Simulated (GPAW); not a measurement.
Ru, 2 atoms in the cell. The structure is hexagonal, space group P6_3/mmc (No. 194). Conventional cell: a = 2.706 Å, b = 2.706 Å, c = 4.282 Å, α = 90.00°, β = 90.00°, γ = 120.00°. Ru (site symmetry -6m2) has 12 Ru at 2.65 to 2.71 Å as nearest neighbours. 

| Property | Result |
| --- | --- |
| Program | GPAW 26.7.0 |
| Task | band structure |
| Functional | r4SCAN |
| Potentials or basis | GPAW PAW data sets (gpaw-data 1.2.1) |
| Cutoff | 600 eV |
| Basis | pw |
| k mesh | 8 × 8 × 5 |
| Occupations | fermi-dirac, width 0.05 eV |
| Spin | spin-orbit coupling, no magnetisation |
| Maxiter | 150 |
| Band path | GMKGALHA,LM,KH |
| Band points | 100 |
| spin axis theta (degrees) | 90 |
| spin axis phi (degrees) | 45 |
| Soc after scf | second variation without the xc potential |

Potentials or basis: GPAW PAW data sets (gpaw-data 1.2.1), pw.

Launch:

```console
$ OMP_NUM_THREADS=1 python run.py
```

Hardware: 1 thread of Arm Neoverse V2, on a shared host.

**Question.** How long does it take, and how much memory?

**Answer.** It took 81 s on 1 thread of Arm Neoverse V2 (shared host), peak memory 0.39 GiB. Counts: scf iterations 15, plane waves 929, bands 29, k points 40.
